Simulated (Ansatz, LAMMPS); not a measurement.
# Site preference of a vacancy of O in amorphous Al2O3 at 2.62 g/cm^3 (90 atoms), part 2 of 3

Aim: make a vacancy of O at several sites of amorphous Al2O3 at 2.62 g/cm^3 (90 atoms), relax each, and compare their energies.

Ansatz 0.2.0; Kohn-Sham DFT, PBE, PAW (set soft_2), plane waves.

The cell: 36 Al and 54 O. The quench rate of 50 K/ps is many orders above laboratory rates. The starting topology of bonds comes from the classical model. Sampling is at Γ alone, for a cell whose shortest periodic width is 11 Å.

So far. Step 2 (Single point at the start): The r.m.s. force at the start is 0.43 eV/Å. Step 3 (Relaxation): The relaxation converged after 6 steps, 2.16 eV below its start, with a largest force component of 0.028 eV/Å.

### 4. Single point at the relaxed geometry

The electronic structure is read at the final geometry, in a run of its own.

input.yaml

```yaml
crystal:
  lattice:
    - [10.5128, 0.0, 0.0]
    - [0.0, 10.5128, 0.0]
    - [0.0, 0.0, 10.5128]
  atoms:
    - { symbol: Al, position: [0.22429, 0.52418, 0.62934] }
    - { symbol: Al, position: [0.41579, 0.88489, 0.38547] }
    - { symbol: Al, position: [0.66212, 0.56005, 0.25651] }
    - { symbol: Al, position: [0.47007, 0.43967, 0.46688] }
    - { symbol: Al, position: [0.73734, 0.54866, 0.53842] }
    - { symbol: Al, position: [0.16016, 0.94636, 0.56865] }
    [... 78 atom lines left out ...]
    - { symbol: O, position: [0.00163, 0.06075, 0.95295] }
    - { symbol: O, position: [0.39839, 0.2582, 0.86712] }
    - { symbol: O, position: [0.77162, 0.43814, 0.19962] }
    - { symbol: O, position: [0.24267, 0.48574, 0.23352] }
    - { symbol: O, position: [0.36983, 0.27606, 0.10557] }
    - { symbol: O, position: [0.5338, 0.56572, 0.14938] }
kpoints:
  mp_grid: { grid: [1, 1, 1] }
hamiltonian:
  xc: pbe
scf:
  occupations: { method: fermi_dirac, width: 0.025 }
output:
  forces: true
  stress: true
  populations: true
  dos:
    method: { smearing: { sigma: 0.08 } }
    de: 0.1
    projected: { site_lists: { Al: [Al], O: [O] } }
  eigenvalues: true
  write_density: true
  write_potential: true
  volumetric_format: npy
```

Command:

```console
ansatz run input.yaml --threads 4 --pin off --max-ram 8192MiB --backend cpu --events-out ev --progress --plain --runs-dir out
```

Numbers of over 12 decimals in the logs are rounded to 6 here.

The log of the run:

```text
[...]
Crystal: 90 atoms, lattice volume = 1161.864 Å³
Basis set: ecut = 420 eV, 22743 PW (Γ), exchange–correlation on 144×144×144 points (8 copies of the dense FFT grid, shifted against one another)
Bands: 306, of which v1, the nominal top of the filled ones, is band 216 counted from 1 (215 counted from 0)
Symmetry: 1 space group operations
[...]
k-points: 1
[...]
SCF iter   1: F=—  HF=-50112.699006 eV  |F-HF|=—  |Δ(HF+E_count)|=         —  Δρ=2.22e-3  dr2=8.24e-2  ethr=1.77e-3  ⟨swp⟩=6.0  Hψ=1368  notcnv=0  defer=41
[...]
SCF iter   9: F=-50112.696235 eV  HF=-50112.696235 eV  |F-HF|=6.21e-9  |Δ(HF+E_count)|=   3.06e-8  Δρ=1.93e-6  dr2=3.65e-8  ethr=2.31e-11  ⟨swp⟩=18.0  Hψ=2733  notcnv=0
SCF 1 converged in 9 iterations: F = -50112.696235 eV  dr2 = 3.65e-8
[...]
WARN: The input density's exchange-correlation potential varies sharply where the density is thin. Do not read a vacuum level from v_tot or v_xc, or from such a field of the output density. On a cell that repeats whose density bears no net charge and no dipole along the vacuum's axis use v_es (v_loc + v_h of the components); [...]
SCF converged after 9 iterations
Free energy (F): -50112.696235 eV
[...]
Internal energy: -50112.696235 eV  (E = F + TS)
E sigma→0 (E₀):  -50112.696235 eV
Fermi energy:    5.065310 eV
[...]
--- Forces (eV/Å), atoms counted from 1 ---
  atom   1  Al    -0.00819699    -0.00646581     0.01293909
  atom   2  Al     0.00239069     0.01425414     0.00194825
  atom   3  Al    -0.00338558    -0.01110674    -0.00738449
  atom   4  Al    -0.01061493    -0.00277552     0.00878977
  atom   5  Al     0.01385163     0.00834957     0.01288915
  atom   6  Al    -0.00865289     0.00730845     0.00205422
  atom   7  Al     0.00596659     0.00563433     0.00884684
  atom   8  Al     0.01024092    -0.00010956     0.00118282
  atom   9  Al     0.00092311    -0.00230841    -0.01966991
  atom  10  Al    -0.00483550    -0.00636886    -0.00440038
  atom  11  Al     0.00346083    -0.00879781     0.00595043
  atom  12  Al     0.00312941     0.00050045    -0.00029473
  atom  13  Al     0.00015935     0.00293913     0.00203219
  atom  14  Al    -0.00302764     0.00705681     0.00395420
[...]
atom  89  O      0.00045131     0.00475968     0.00917133
  atom  90  O      0.00341476     0.00228190     0.00411099
  max |Σ_I F_I| component: 5.83e-5 eV/Å
--- Stress (GPa, compression-positive) ---
       -3.253136       0.162147       0.871235
        0.162145      -3.330400      -1.830899
        0.871228      -1.830915      -0.783828
  P = ⅓ Tr σ = -2.4558 GPa (-24.558 kbar)
--- Band table (eV) ---
[...]
--- Löwdin populations: 90 sites ---
  site symbol       q [e]
     0     Al      1.6102
     1     Al      1.6067
     2     Al      1.6382
[...]
89      O      6.8512
  spilling = 0.008526 (of n_electrons = 432.000000)
```

The job ended after 6.7 s (4 threads of AMD EPYC 9B45 (Zen 5), shared host; peak memory 1.3 GiB).

The program notes that the exchange-correlation potential is rough where the density is thin.

The run gave:

```yaml
free_energy: -50112.6962 eV
free_energy_per_atom: -556.8077 eV/atom
scf_cycles: 9
pressure: -2.456 GPa
r_m_s_force_component: 0.00869 eV/Å
longest_force: 0.0401 eV/Å
fermi_energy: 5.065 eV
spacing_of_highest_filled_and_lowest_empty_level: 3.296 eV
spilling_of_the_projection: 0.008526
```

Löwdin charges by element and coordination (they lack the spilled electrons, 0.041 e an atom on average):

```csv
element,coordination,atoms,mean charge (e),spread,least,most
Al,all,36,1.37,0.017,1.33,1.40
Al,4,29,1.37,0.0147,1.34,1.40
Al,5,7,1.35,0.0085,1.33,1.36
O,all,54,-0.844,0.0188,-0.887,-0.813
O,2,12,-0.872,0.0112,-0.887,-0.851
O,3,41,-0.836,0.0107,-0.866,-0.813
O,4,1,-0.820,0,-0.820,-0.820
```

Density of states as counts of states in windows of 1 eV (from the Fermi level), total and the larger projections:

```csv
from (eV),to (eV),total,O p,Al p,Al s
-14,-9,0.0,0.0,0.0,0.0
-9,-8,11.5,8.5,0.7,2.0
-8,-7,30.2,22.8,2.3,4.2
-7,-6,40.4,31.7,4.7,2.9
-6,-5,53.7,44.6,6.5,1.4
-5,-4,61.7,54.5,5.3,0.7
-4,-3,59.3,55.5,2.3,0.2
-3,-2,55.9,52.8,1.9,0.1
-2,-1,11.3,10.7,0.3,0.0
-1,1,0.0,0.0,0.0,0.0
1,2,2.0,0.0,0.1,1.3
2,3,0.0,0.0,0.0,0.0
3,4,11.0,1.6,4.0,2.7
4,5,14.2,2.1,6.8,2.4
```

The curve was stored every 0.100 eV, coarse against its broadening of 0.08 eV, so these counts are rough.

Between -21 and -14 eV lie 108 more states.

The levels nearest the highest filled one (over half full), pooled over k-points and spins:

```csv
level less the highest filled one (eV),occupation
-0.330,2
-0.287,2
-0.283,2
-0.212,2
-0.150,2
0,2
3.30,0
4.98,0
5.25,0
5.37,0
5.48,0
5.51,0
```

Electrostatic potential energy in the bc plane at fractional x = 0.061, with atoms of Al and O within 0.2 Å of it. With pseudopotentials it is smooth inside the atoms' cores, unlike the true potential.

Ten even steps from '_' (-32 eV) to '@' (11 eV), each cell a mean:
```
%%++++##%%##++++++##%%@@@@@@@@@@@@##====##%%@@@@@@@@@@@@%%%%
##++++%%%%##******%%@@@@@@@@@@@@@@@@@@%%%%%%@@@@@@@@@@%%%%##
**##%%%%@@%%%%**--==%%@@@@@@@@@@@@@@@@%%%%%%%%%%@@@@@@%%##**
**##%%@@@@@@%%::____==@@@@@@@@@@@@@@@@%%##****##%%%%@@%%####
%%%%%%@@@@@@%%--____++@@@@@@@@@@@@@@%%##++==++++**%%%%%%%%%%
@@@@@@@@%%%%####++**@@@@@@@@@@@@@@@@%%**==**##++==##%%@@@@@@
@@@@@@@@%%##**++**%%%%@@@@@@@@@@@@@@%%##==++**++++##%%@@@@@@
@@@@@@@@%%##++++**##%%@@@@@@@@@@@@@@@@%%**++++++**%%%%@@%%@@
%%@@@@@@%%%%##**##%%%%%%%%%%%%++==**%%%%%%%%++..__--%%%%%%%%
%%@@@@@@@@%%**::::**%%%%%%%%++______**%%%%%%==______########
%%@@@@@@@@%%--____::####**##++____..****++****--::++%%%%####
**##@@%%%%%%++....++##****####**++****======++##%%@@@@%%%%##
__..**##++++++**##%%%%######%%@@@@%%**==++++++##%%@@@@@@%%::
____==++****++++%%%%%%%%%%@@@@@@@@%%##**++++##%%@@@@@@@@%%::
++****++####++++##@@@@@@@@@@@@@@@@@@@@%%****%%@@@@@@@@@@@@%%
@@@@##++++++++**%%@@@@@@@@@@@@@@@@@@@@@@####%%@@@@@@@@@@@@@@
@@@@%%##****##%%@@@@@@@@@@@@@@@@@@@@@@@@@@@@@@@@@@@@@@@@@@@@
@@@@@@@@@@@@@@@@@@@@@@@@@@@@@@@@@@@@@@@@@@@@@@@@@@@@@@@@@@@@
@@@@@@@@@@@@@@@@@@@@@@@@@@@@@@@@@@@@@@@@@@@@@@@@@@@@@@@@@@@@
@@@@@@@@@@@@@@@@@@@@%%%%%%%%%%%%%%@@@@@@@@@@@@@@@@@@@@@@@@@@
@@@@@@@@@@@@@@@@@@**----**######%%%%@@@@@@@@@@@@@@@@@@@@@@@@
@@@@@@@@@@@@@@@@%%--____==##****##%%##%%@@@@@@@@@@@@@@@@@@@@
@@@@@@@@@@%%%%%%%%**----**##**##%%++....++@@@@@@@@@@@@@@@@@@
@@@@@@@@%%##******%%%%%%%%%%%%%%%%--____--%%@@@@@@@@@@@@@@@@
```
Columns run along b (10.5 Å; values clipped at the 3rd and 97th percentile), rows up along c (10.5 Å). Atoms in or near the plane, at fractional coordinates: Al at (0.74, 0.75), Al at (0.16, 0.40), O at (0.26, 0.55), O at (0.80, 0.60), O at (0.01, 0.45), O at (0.54, 0.58), O at (0.29, 0.83).

Valence density in the bc plane at fractional x = 0.061, with atoms of Al and O within 0.2 Å of it. It is the smooth field of the valence electrons, not physical close to the nuclei.

Values in e/Å³, 13 rows by 16 columns, each cell a mean:
```
1.0 1.2 0.3 0.2 0.2 0.2 0.1 0.0 0.1 0.8 1.0 0.2 0.1 0.1 0.1 0.2
0.4 0.4 0.1 0.7 3.1 1.5 0.1 0.0 0.0 0.1 0.1 0.1 0.3 0.5 0.2 0.1
0.1 0.1 0.1 0.8 4.0 2.0 0.1 0.0 0.0 0.1 0.1 0.1 0.2 0.3 0.1 0.1
0.2 0.2 0.1 0.2 0.4 0.2 0.0 0.0 0.1 0.1 0.1 0.1 0.2 0.2 0.1 0.1
0.1 0.1 0.1 0.4 0.6 0.2 0.1 0.3 1.6 0.9 0.2 0.4 2.6 2.4 0.3 0.1
0.2 0.1 0.2 2.3 4.6 0.9 0.2 0.9 5.1 2.7 0.3 0.5 3.1 2.9 0.4 0.2
2.8 0.7 0.2 1.2 2.0 0.5 0.1 0.3 0.7 0.5 0.2 0.2 0.3 0.2 0.2 1.2
3.6 1.0 0.1 0.1 0.2 0.1 0.2 0.2 0.1 0.1 0.5 0.8 0.3 0.0 0.1 1.5
0.2 0.2 0.1 0.2 0.2 0.1 0.2 0.3 0.1 0.1 0.5 0.9 0.2 0.0 0.0 0.1
0.0 0.0 0.1 0.1 0.1 0.1 0.1 0.1 0.0 0.0 0.1 0.1 0.0 0.0 0.0 0.0
0.0 0.0 0.0 0.0 0.1 0.5 0.4 0.1 0.0 0.0 0.0 0.0 0.0 0.0 0.0 0.0
0.0 0.0 0.0 0.0 0.5 3.3 2.2 0.3 0.2 0.5 0.5 0.1 0.0 0.0 0.0 0.0
0.2 0.3 0.1 0.1 0.3 1.0 0.7 0.2 0.3 2.8 3.8 0.5 0.0 0.0 0.0 0.1
```
Columns run along b (10.5 Å), rows up along c (10.5 Å). Atoms in or near the plane, at fractional coordinates: Al at (0.74, 0.75), Al at (0.16, 0.40), O at (0.26, 0.55), O at (0.80, 0.60), O at (0.01, 0.45), O at (0.54, 0.58), O at (0.29, 0.83).

Filled and empty levels are parted by 3.30 eV (at Γ alone); a semilocal functional tends to put such gaps too low. In a disordered cell it changes from sample to sample, and tail or defect levels can set it. Mean Löwdin charges: Al +1.37, O -0.84 e (they miss 0.85 % of the electrons, so they add up to more than the cell's charge). The largest share in the top eV of filled states is O p (96 % of the projected weight), and in the lowest eV of empty states Al s (66 % of the projected weight).

### 5. Vacancy of O, site O72

The site has 2 bonded neighbours (Al2) at 1.71 Å on average, by cutoffs that count no bonds between two metal atoms or like ions. The change is made in the relaxed cell and the atoms are relaxed again.

input.yaml

```yaml
crystal:
  lattice:
    - [10.5128, 0.0, 0.0]
    - [0.0, 10.5128, 0.0]
    - [0.0, 0.0, 10.5128]
  atoms:
    [... atom lines 1 to 68 left out ...]
    - { symbol: O, position: [0.02992, 0.35472, 0.09657] }
    - { symbol: O, position: [0.32853, 0.53828, 0.48337] }
    - { symbol: O, position: [0.53006, 0.94767, 0.74978] }
    - { symbol: O, position: [0.62906, 0.74526, 0.86576] }
    - { symbol: O, position: [0.54426, 0.06914, 0.98506] }
    - { symbol: O, position: [0.43365, 0.31632, 0.35913] }
    - { symbol: O, position: [0.84229, 0.67775, 0.49345] }
    [... atom lines 76 to 89 left out ...]
kpoints:
  mp_grid: { grid: [1, 1, 1] }
hamiltonian:
  xc: pbe
scf:
  occupations: { method: fermi_dirac, width: 0.025 }
output:
  forces: true
  eigenvalues: true
relax:
  f_tol: 0.05
  max_steps: 90
```

The log of the run:

```text
[...]
Crystal: 89 atoms, lattice volume = 1161.864 Å³
Basis set: ecut = 420 eV, 22743 PW (Γ), exchange–correlation on 144×144×144 points (8 copies of the dense FFT grid, shifted against one another)
Bands: 302, of which v1, the nominal top of the filled ones, is band 213 counted from 1 (212 counted from 0)
Symmetry: 1 space group operations
[...]
k-points: 1
[...]
SCF iter   1: F=—  HF=-49542.200645 eV  |F-HF|=—  |Δ(HF+E_count)|=         —  Δρ=2.61e-3  dr2=1.58e-1  ethr=1.77e-3  ⟨swp⟩=6.0  Hψ=1357  notcnv=0  defer=38
[...]
SCF iter   5: F=—  HF=-49542.178040 eV  |F-HF|=—  |Δ(HF+E_count)|=   9.70e-5  Δρ=1.49e-4  dr2=2.13e-4  ethr=2.12e-7  ⟨swp⟩=2.0  Hψ=390  notcnv=0  defer=83
SCF iter   6: F=-49542.178018 eV  HF=-49542.178012 eV  |F-HF|=6.56e-6  |Δ(HF+E_count)|=   2.81e-5  Δρ=3.96e-5  dr2=1.98e-5  ethr=1.47e-8  ⟨swp⟩=13.0  Hψ=1788  notcnv=0
SCF 1 converged in 6 iterations: F = -49542.178018 eV  dr2 = 1.98e-5
[...]
relax step   1: F+E_penalty+E_count = -49542.17801836 eV  Δ(F+E_penalty+E_count) = +0.000e0 eV  max|allowed force component| = 1.556e0 eV/Å  Δτ_max = 0.0000 Å  (6 SCF iters, dr2 threshold 6.25e-5 eV, accepted)
[...]
relax step   2: F+E_penalty+E_count = -49542.61166207 eV  Δ(F+E_penalty+E_count) = -4.336e-1 eV  max|allowed force component| = 4.063e-1 eV/Å  Δτ_max = 0.1929 Å  (6 SCF iters, dr2 threshold 1.00e-4 eV, accepted)
[...]
relax step   3: F+E_penalty+E_count = -49542.67717775 eV  Δ(F+E_penalty+E_count) = -6.552e-2 eV  max|allowed force component| = 2.304e-1 eV/Å  Δτ_max = 0.0573 Å  (6 SCF iters, dr2 threshold 1.03e-5 eV, accepted)
relax step   4: F+E_penalty+E_count = -49542.69810782 eV  Δ(F+E_penalty+E_count) = -2.093e-2 eV  max|allowed force component| = 8.094e-2 eV/Å  Δτ_max = 0.0214 Å  (6 SCF iters, dr2 threshold 3.62e-6 eV, accepted)
relax step   5: F+E_penalty+E_count = -49542.58756938 eV  Δ(F+E_penalty+E_count) = +1.105e-1 eV  max|allowed force component| = 3.443e-1 eV/Å  Δτ_max = 0.2000 Å  (9 SCF iters, rejected (line search))
[...]
relax step   6: F+E_penalty+E_count = -49542.70482032 eV  Δ(F+E_penalty+E_count) = -6.712e-3 eV  max|allowed force component| = 3.567e-2 eV/Å  Δτ_max = 0.0334 Å  (9 SCF iters, accepted)
SCF converged after 9 iterations
Free energy (F): -49542.704820 eV
[...]
Internal energy: -49542.704820 eV  (E = F + TS)
E sigma→0 (E₀):  -49542.704820 eV
Fermi energy:    5.629536 eV
[...]
Σ components = -49542.704820   (vs F -49542.704820, Δ=0.00e0)
--- Forces (eV/Å), atoms counted from 1 ---
  atom   1  Al     0.02702837     0.01183707     0.01150164
  atom   2  Al     0.00086361     0.00698040    -0.00476153
  atom   3  Al     0.00982084    -0.00373743     0.02020745
  atom   4  Al     0.00014653    -0.00022802     0.00669178
[...]
atom  89  O      0.00316235    -0.01786561    -0.00914927
  max |Σ_I F_I| component: 9.62e-5 eV/Å
--- Band table (eV) ---
[...]
--- Relaxed structure (6 steps of the walk, 5 accepted, 0 SCFs on fresh bases) ---
  F+E_penalty+E_count = -49542.70482032 eV   max|allowed force component| = 3.567e-2 eV/Å
  atoms:
    - { symbol: Al, position: [0.219042, 0.520254, 0.624254] }
    - { symbol: Al, position: [0.415028, 0.885579, 0.386049] }
    - { symbol: Al, position: [0.662589, 0.561336, 0.259029] }
    - { symbol: Al, position: [0.469176, 0.441033, 0.466653] }
[...]
- { symbol: O, position: [0.533907, 0.566671, 0.152722] }
```

Run time: 24 s. Hardware: 4 threads; peak memory 1.3 GiB; 85 s of CPU time.

The relaxation converged after 6 steps, 0.527 eV below its start, with a largest force component of 0.036 eV/Å.

The surroundings of the place of the removed atom, after relaxation: 15 atoms, nearest first, with positions taken from that point. Atoms keep their numbers of the cell before the removal, where the removed atom was number 72.

```csv
atom,x,y,z,distance (Å),bonds
Al12,-0.02,-0.57,1.40,1.52,3
Al34,-0.43,-0.95,-1.12,1.54,3
O80,0.91,0.83,2.10,2.44,3
O87,-2.03,-0.12,-1.60,2.59,3
O68,-1.75,-0.61,2.09,2.79,3
Al22,0.45,2.44,1.29,2.80,4
O64,-0.64,-2.73,-0.56,2.86,3
O38,1.53,2.53,-0.02,2.96,2
O43,0.79,-2.06,1.98,2.97,3
O69,0.61,-1.02,-2.73,2.98,3
O76,-1.36,2.35,1.37,3.05,3
O88,2.82,0.35,-1.35,3.15,3
O53,2.12,-2.28,-0.56,3.16,2
Al14,0.94,-3.06,0.38,3.22,4
Al5,-2.47,1.01,1.89,3.27,4
```

The column of bonds counts only the pairs O-Al within 2.33 Å; other neighbours, such as metal atoms beside each other in a compound, aren't counted, and periodic images can show an atom twice.

The largest move is 0.23 Å, by Al12.

### 6. Vacancy of O, site O55

The site has 4 bonded neighbours (Al4) at 1.97 Å on average. 

Input and log are left out; they have the form of those shown for this kind of step.

Elapsed: 45 s, on 4 threads of AMD EPYC 9B45 (Zen 5), shared host; peak memory 1.3 GiB.

The relaxation converged after 12 steps, 0.463 eV below its start, with a largest force component of 0.046 eV/Å.

The surroundings of the place of the removed atom, after relaxation: 12 atoms, nearest first, with positions taken from that point. Atoms keep their numbers of the cell before the removal, where the removed atom was number 55.

```csv
atom,x,y,z,distance (Å),bonds
Al25,0.80,-0.53,-1.27,1.59,3
Al20,-1.16,1.49,-0.82,2.06,4
Al36,-0.43,-1.92,0.67,2.08,4
O62,-1.35,1.44,0.96,2.20,3
Al16,-0.09,0.85,2.08,2.25,4
O78,-0.10,-0.92,2.25,2.43,3
O65,0.94,-2.25,-0.53,2.49,3
O37,0.43,2.44,-1.21,2.76,3
O48,-2.02,-1.96,-0.21,2.82,3
O79,-0.28,-0.95,-2.71,2.89,4
O74,-2.49,0.40,-1.46,2.91,3
O85,2.30,0.35,-1.76,2.92,3
```

The column of bonds counts only the pairs O-Al within 2.48 Å; other neighbours, such as metal atoms beside each other in a compound, aren't counted, and periodic images can show an atom twice.

The largest move is 0.25 Å, by O62.

### 7. Vacancy of O, site O76

The site has 3 bonded neighbours (Al3) at 1.87 Å on average. 

Input and log are left out; they have the form of those shown for this kind of step.

Run time: 28 s. Hardware: 4 threads of AMD EPYC 9B45 (Zen 5), shared host; peak memory 1.3 GiB; 100 s of CPU time.

The relaxation converged after 7 steps, 0.183 eV below its start, with a largest force component of 0.038 eV/Å.

[end of part 2 of 3]

[Logs are printed without paths, hosts, clocks, repeated set-up lines and the standing remarks that a program may print on its own settings, such as how far it seeks lower states.]

[Hosts, paths, dates, database ids (printed as entryN), source tags and the programs' standing remarks are cut or masked in the printed files.]
